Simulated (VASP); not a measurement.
# SiC (F-43m) in VASP: further runs, part 2 of 2

VASP 6.6.1.

## Step 3: Relaxation of cell and atoms, PBEsol

File INCAR:

```
PREC     = Accurate       # precision mode
ENCUT    = 600            # plane-wave cutoff, eV
EDIFF    = 1E-7           # SCF threshold, eV
ISMEAR   = 0              # smearing method
SIGMA    = 0.03           # smearing width, eV
LREAL    = False          # projectors in reciprocal space
LASPH    = True           # aspherical terms in the spheres
NELM     = 80             # most SCF steps
ALGO     = Normal         # electronic algorithm
ISIF     = 3              # what is computed and relaxed
LWAVE    = False          # write WAVECAR
LCHARG   = False          # write CHGCAR
GGA      = PS             # functional
IBRION   = 2              # ionic algorithm
NSW      = 90             # ionic steps
EDIFFG   = -0.005         # ionic threshold
KPAR     = 2
```

File KPOINTS:

```
regular mesh
0
Gamma
  10 10 10
```

File POSCAR:

```
SiC                                     
1.0
    0.0000000000      2.1790000000      2.1790000000
    2.1790000000      0.0000000000      2.1790000000
    2.1790000000      2.1790000000      0.0000000000
  Si              C             
     1     1
Direct
     0.0000000000000000    0.0000000000000000    0.0000000000000000
     0.2500000000000000    0.2500000000000000    0.2500000000000000
```

Potentials or basis: VASP PAW PBE potentials, release 64 (Si, C).

Command:

```console
$ cat potpaw_PBE.64/Si/POTCAR potpaw_PBE.64/C/POTCAR > POTCAR
$ mpirun -np 2 vasp_std > vasp.out
```

OUTCAR:

```text
PREC = Accurate
   ENCUT = 600
   EDIFF = 1E-7
   ISMEAR = 0
   LREAL = False
   LASPH = True
   NELM = 80
   ISIF = 3
   GGA = PS
   IBRION = 2
   NSW = 90
   EDIFFG = -0.005

 ion  position               nearest neighbor table
   1  0.000  0.000  0.000-   2 1.89   2 1.89   2 1.89   2 1.89
   2  0.250  0.250  0.250-   1 1.89   1 1.89   1 1.89   1 1.89

  LATTYP: Found a face centered cubic cell.
 ALAT       =     4.3580000000

  Lattice vectors:

 A1 = (   0.0000000000,   2.1790000000,   2.1790000000)
 A2 = (   2.1790000000,   0.0000000000,   2.1790000000)
 A3 = (   2.1790000000,   2.1790000000,   0.0000000000)

Analysis of symmetry for initial positions (statically):
=====================================================================
 Subroutine PRICEL returns:
 Original cell was already a primitive cell.

 Routine SETGRP: Setting up the symmetry group for a
 face centered cubic supercell.

 Subroutine GETGRP returns: Found 24 space group operations
 (whereof 24 operations were pure point group operations)
 out of a pool of 48 trial point group operations.

[... 169 lines left out ...]
 fundamental gap:      1.2342165007
 Fermi energy:         8.1959029874

 k-point     1 :       0.0000    0.0000    0.0000
  band No.  band energies     occupation
      1      -7.3681      2.00000
      2       8.0559      2.00000
      3       8.0559      2.00000
      4       8.0560      2.00000
      5      14.2428      0.00000
      6      15.2991      0.00000
      7      15.2991      0.00000
      8      15.2991      0.00000
[... 243 lines left out ...]
 k-point    24 :       0.4000    0.3000    0.0000
  band No.  band energies     occupation
      1      -4.2085      2.00000
      2       2.4699      2.00000
      3       4.8721      2.00000
      4       5.4098      2.00000
      5      10.8128      0.00000
      6      13.5682      0.00000
      7      19.6090      0.00000
      8      19.9188      0.00000

 [... further k-points ...]

------------------------ aborting loop because EDIFF is reached ----------------------------------------

  FORCE on cell =-STRESS in cart. coord.  units (eV):
  Direction    XX          YY          ZZ          XY          YZ          ZX
  --------------------------------------------------------------------------------------
  -------------------------------------------------------------------------------------
  Total        0.0051827      0.0051827      0.0051827     -0.0000000     -0.0000000      0.0000000
  in kB        0.4012956      0.4012956      0.4012956     -0.0000000     -0.0000000      0.0000000
  external PRESSURE =       0.4012956 kB  Pullay stress =       0.0000000 kB

 VOLUME and BASIS-vectors are now :
 -----------------------------------------------------------------------------
  energy-cutoff  :      600.00
  volume of cell :       20.69
      direct lattice vectors                 reciprocal lattice vectors
     0.000000000  2.179000000  2.179000000    -0.229463056  0.229463056  0.229463056
     2.179000000  0.000000000  2.179000000     0.229463056 -0.229463056  0.229463056
     2.179000000  2.179000000  0.000000000     0.229463056  0.229463056 -0.229463056

 POSITION                                       TOTAL-FORCE (eV/Angst)
 -----------------------------------------------------------------------------------
      0.00000      0.00000      0.00000         0.000000      0.000000      0.000000
      1.08950      1.08950      1.08950        -0.000000     -0.000000      0.000000
 -----------------------------------------------------------------------------------
    total drift:                               -0.000000     -0.000000     -0.000000

  FREE ENERGIE OF THE ION-ELECTRON SYSTEM (eV)
  ---------------------------------------------------
  free  energy   TOTEN  =       -15.9161082404 eV

  energy  without entropy=      -15.9161082404  energy(sigma->0) =      -15.91610824

 reached required accuracy - stopping structural energy minimisation
```

CONTCAR:

```text
SiC
   1.00000000000000
     0.0000000000000000    2.1789999999999998    2.1789999999999998
     2.1789999999999998    0.0000000000000000    2.1789999999999998
     2.1789999999999998    2.1789999999999998    0.0000000000000000
  Si              C
     1     1
Direct
     0.0000000000000000    0.0000000000000000    0.0000000000000000
     0.2500000000000000    0.2500000000000000    0.2500000000000000

  0.00000000E+00  0.00000000E+00  0.00000000E+00
  0.00000000E+00  0.00000000E+00  0.00000000E+00
```

It took 7.5 s on 2 MPI ranks of Intel Xeon Platinum 8259CL at 2.50GHz (Skylake/Cascade Lake), shared host; peak memory 0.14 GiB.

What came out:

* Free energy: -15.9161 eV
* Pressure after relaxing: 0.0 GPa
* Band gap on the k mesh: 1.23 eV, indirect (least direct gap 4.44 eV)

Final structure:
```
CELL_PARAMETERS angstrom
0.00000 2.17900 2.17900
2.17900 0.00000 2.17900
2.17900 2.17900 0.00000
ATOMIC_POSITIONS crystal
Si 0.00000 0.00000 0.00000
C 0.25000 0.25000 0.25000
```

Levels at points of the mesh, in eV from the valence-band top:
| k point | band 2 | band 3 | band 4 | band 5 | band 6 | band 7 |
| --- | --- | --- | --- | --- | --- | --- |
| (0.00, 0.00, 0.00) | 0.00 | 0.00 | 0.00 | 6.19 | 7.24 | 7.24 |
| (0.50, 0.00, 0.00) | -8.60 | -1.06 | -1.06 | 5.37 | 7.14 | 7.14 |
| (0.50, 0.50, 0.00) | -7.83 | -3.21 | -3.21 | 1.23 | 4.20 | 13.95 |

Caveat: the relaxation stopped at its first step, so nothing moved; the PAW data sets were made with another functional, which shifts forces and pressure a little. Expect the measured gap to be larger: semilocal functionals such as PBEsol lack the derivative discontinuity.
